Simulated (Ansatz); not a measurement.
# Property card for CoO

Level of theory: DFT PBE, scalar-relativistic, plane waves, PAW in Ansatz.

Cutoff 420 eV; k points 12×12×8 on the computed 4-atom cell (Γ-centred); Gaussian smearing, width 0.01 eV; collinear spin from starting moments -2.32 2.32 0.17 -0.17 μB.

The structure is relaxed at this level of theory with its symmetry kept. This wurtzite form isn't the usual stable structure of the compound.

```cif
data_structure
_symmetry_space_group_name_H-M 'P 1'
_symmetry_Int_Tables_number 1
_cell_length_a 3.1674
_cell_length_b 3.1674
_cell_length_c 5.2885
_cell_angle_alpha 90.000
_cell_angle_beta 90.000
_cell_angle_gamma 120.000
_cell_volume 45.95
loop_
_atom_site_label
_atom_site_type_symbol
_atom_site_fract_x
_atom_site_fract_y
_atom_site_fract_z
_atom_site_occupancy
Co1 Co 0.00000 0.00000 0.00714 1
Co2 Co 0.33333 0.66667 0.50714 1
O1 O 0.00000 0.00000 0.36786 1
O2 O 0.33333 0.66667 0.86786 1
```

| Quantity | Value |
| --- | --- |
| Space group | P6_3mc (No. 186) |
| Volume per atom | 11.49 Å³ |
| Formation energy from the elements' standard states (uncorrected) | -0.666 eV/atom |
| Kohn–Sham band gap | 0.15 eV |
| Löwdin character of the top 1 eV of the valence band | Co 3d 86 %, O 2p 12 % |
| Löwdin character of the lowest 1 eV of the conduction band | Co 3d 77 %, O 2p 14 % (semilocal functionals without a Hubbard U place empty 3d levels too low) |
| Bader charges (e) | Co (2 in the cell) 1.15, O (2 in the cell) -1.15 |
| Total moment | 0.00 μB per cell |
| Site moments (μB; atoms counted from 1 over the whole cell) | Co (atom 1) -2.11, Co (atom 2) 2.11, O (atom 3) 0.16, O (atom 4) -0.16 |

Only this magnetic start was tried.